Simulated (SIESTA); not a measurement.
Crystal: PbS (Galena).

```
Pb S
1.0
     0.00000    2.96575    2.96575
     2.96575    0.00000    2.96575
     2.96575    2.96575    0.00000
Pb S
1 1
Direct
  0.00000 0.00000 0.00000
  0.50000 0.50000 0.50000
```

Program: SIESTA 5.4.2. Alike in all runs: no spin polarisation; cell as given; k mesh 8 × 8 × 8; smearing fermi-dirac 0.05 eV; grid cutoff 500 Ry; energy shift 0.002 Ry.

Order these runs on this cell by their pressure, lowest first.
A. level RPBE; potentials or basis PseudoDojo 0.4 standard (PBE files), DZP (energy shift 0.002 Ry)
B. level PBE; potentials or basis PseudoDojo 0.4 standard (PBE files), DZP (energy shift 0.002 Ry)
C. level PBE; potentials or basis PseudoDojo 0.4 standard (PBE files), SZ (energy shift 0.002 Ry)

B (3.0 GPa), A (4.8 GPa), C (7.2 GPa).

Caveats: the basis of atomic orbitals isn't converged, which shifts pressures, moduli and gaps; semicore shells carry a single zeta, which can move pressures by several GPa and volumes by a few percent (some runs); the basis has no polarisation orbitals (some runs); the potentials were made for another functional, which shifts forces and pressure (some runs).

Not every run made on this cell is shown here.
